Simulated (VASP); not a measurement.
Here is a VASP 6.6.1 calculation.

The input INCAR:

```
SYSTEM = Li2S
PREC = Accurate
ENCUT = 500
EDIFF = 1E-6
ISMEAR = 0
SIGMA = 0.02
LREAL = .FALSE.
LASPH = .TRUE.
NELM = 100
ALGO = Normal
ISIF = 2
LWAVE = .FALSE.
LCHARG = .FALSE.
GGA = PE
```

File KPOINTS:

```
Automatic mesh
0
G
  4 4 4
  0 0 0
```

The input POSCAR:

```
Li2S
1.0
    0.0000000000      2.8445000000      2.8445000000
    2.8445000000      0.0000000000      2.8445000000
    2.8445000000      2.8445000000      0.0000000000
S Li
1 2
Direct
    0.0000000000      0.0000000000      0.0000000000
    0.7500000000      0.7500000000      0.7500000000
    0.2500000000      0.2500000000      0.2500000000
```

Potentials or basis: VASP PAW PBE potentials, release 64 (S_GW, Li_GW).

Launch:

```console
$ cat potpaw_PBE.64/S_GW/POTCAR potpaw_PBE.64/Li_GW/POTCAR > POTCAR
$ mpirun -np 1 vasp_std > vasp.out
```

Q: Estimate the pressure.

A: 0.5 GPa.

Q: What does it give for the band gap on the k mesh?

A: 3.38 eV, indirect (least direct gap 4.29 eV).

Caveat: the k mesh is coarse (spacing up to 0.48 Å⁻¹), so the values aren't converged. A hybrid or GW would open this gap; PBE tends to underestimate it.
